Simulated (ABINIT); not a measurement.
Crystal: BP.

```
P B
1.0
     0.00000    2.26900    2.26900
     2.26900    0.00000    2.26900
     2.26900    2.26900    0.00000
P B
1 1
Direct
  0.75000 0.75000 0.75000
  0.00000 0.00000 0.00000
```

Program: ABINIT 10.8.3 (patched build). Alike in all runs: task band structure; no spin polarisation; cell as given; k mesh 10 × 10 × 10; smearing fermi-dirac 0.05 eV.

Task: Order these runs on this cell by their pressure, lowest first.
A. level OLYP; potentials or basis JTH PAW PBE v2.0; cutoff (eV) 544; fine-grid cutoff 1088.46 eV
B. level rPW86PBE; potentials or basis JTH PAW PBE v2.0; cutoff (eV) 544; fine-grid cutoff 1088.46 eV
C. level WC; potentials or basis JTH PAW PBE v2.0; cutoff (eV) 544; fine-grid cutoff 1088.46 eV
D. level LDA; potentials or basis PseudoDojo NC SR LDA v0.4.1 standard; cutoff (eV) 1034
E. level BLYP; potentials or basis PseudoDojo NC SR PBE v0.4.1 standard; cutoff (eV) 1034

Result: D (-5.6 GPa), C (-1.8 GPa), A (0.0 GPa), B (4.3 GPa), E (7.1 GPa).

Caveats: the PAW data sets were made with another functional, which shifts forces and pressure a little (some runs); the potentials were made for another functional, which shifts forces and pressure (some runs).

Runs at the PBE level aren't shown here.
